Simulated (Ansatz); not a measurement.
TaN, DFT, PBEsol, all-electron LAPW, scalar-relativistic (Ansatz 0.2.0), run on 1 thread of Intel(R) Xeon(R) 6975P-C (Granite Rapids) on a shared host.

The cell comes from COD entry 1523630, which wasn't checked; take it as a given geometry. The listed cell was then made from it by scaling, straining or moving an atom.

Command: `ansatz run input.yaml --threads 1 --pin off --max-ram 4096MiB --backend cpu --events-out ev --progress --plain --runs-dir out`

```yaml
crystal:
  lattice:
    - [3.0881118675, 0.0, 0.0]
    - [-1.5440559337, 2.6743833269, 0.0]
    - [0.0, 0.0, 4.982717948]
  atoms:
    - { symbol: Ta, position: [0.0, 0.0, 0.0] }
    - { symbol: Ta, position: [0.0, 0.0, 0.5] }
    - { symbol: "N", position: [0.3333333333, 0.6666666667, 0.25] }
    - { symbol: "N", position: [0.6666666667, 0.3333333333, 0.75] }
kpoints:
  mp_grid: { grid: [11, 11, 6] }
  band_path:
    path:
      - [0.0, 0.0, 0.0]
      - [0.5, 0.0, 0.0]
      - [0.3333333333, 0.3333333333, 0.0]
      - [0.0, 0.0, 0.0]
      - [0.0, 0.0, 0.5]
      - [0.5, 0.0, 0.5]
      - [0.3333333333, 0.3333333333, 0.5]
      - [0.0, 0.0, 0.5]
      - [0.5, 0.0, 0.5]
    npoints: 5
scf:
  occupations: { method: fermi_dirac, width: 0.01 }
hamiltonian:
  xc: pbesol
  pseudopotentials: { kind: all_electron, lapw: { basis_error: 0.001 } }
output:
  forces: true
  stress: true
  eigenvalues: true
```

(1) How large is the problem that the program sets up?

(2) About how long does it take, and how much memory does it use?

## Answers

(1) 64 irreducible k-points, 687 plane waves at Γ, 60 bands.

(2) 36 s of wall time for 10 SCF iterations, with a peak of 0.72 GiB. Times on shared machines scatter by tens of per cent.
